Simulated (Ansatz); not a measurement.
## Ga (C2/c): electronic heat capacity and spin susceptibility from the density of states

The calculation used DFT PBEsol, scalar-relativistic, plane waves, PAW in Ansatz 0.2.0.

Cutoff 420 eV; k points 16×16×12 on the computed 2-atom cell (Γ-centred); Gaussian smearing, width 0.10 eV; no spin polarisation.

Relaxed cell: C2/c, a = 2.741 Å, b = 7.926 Å, c = 3.307 Å, α = 90.00°, β = 94.09°, γ = 90.00°, 2 atoms in the primitive cell. This form isn't the element's structure at ambient conditions.

The density of states at the Fermi level is 0.680 states/eV in the cell of 2 atoms (2 formula units; both spins, tetrahedra on a 24×24×18 mesh).

Task: What Sommerfeld coefficient and Pauli susceptibility does this give?

Result: Per formula unit N(E_F) = 0.340 states/eV. γ = (π²/3) k_B² N(E_F) N_A = 2.357 mJ/(mol K²) per state/eV, so γ = 0.8 mJ/(mol K²), a mole of formula units. χ_P = μ_B² N(E_F) N_A = 3.23×10⁻⁵ emu/mol per state/eV gives 1.1×10⁻⁵ emu/mol. This is the bare band result: a measured γ of the same phase is as a rule larger by a factor 1 + λ from phonons and spin fluctuations, the spin part of χ is larger by the Stoner factor, and a measured χ also holds orbital and core terms. N(E_F) at one energy is sensitive to the mesh where the density of states has sharp peaks.

Cost: 1 run of about 1.6 core-minutes, on Arm Neoverse V2 (shared hosts).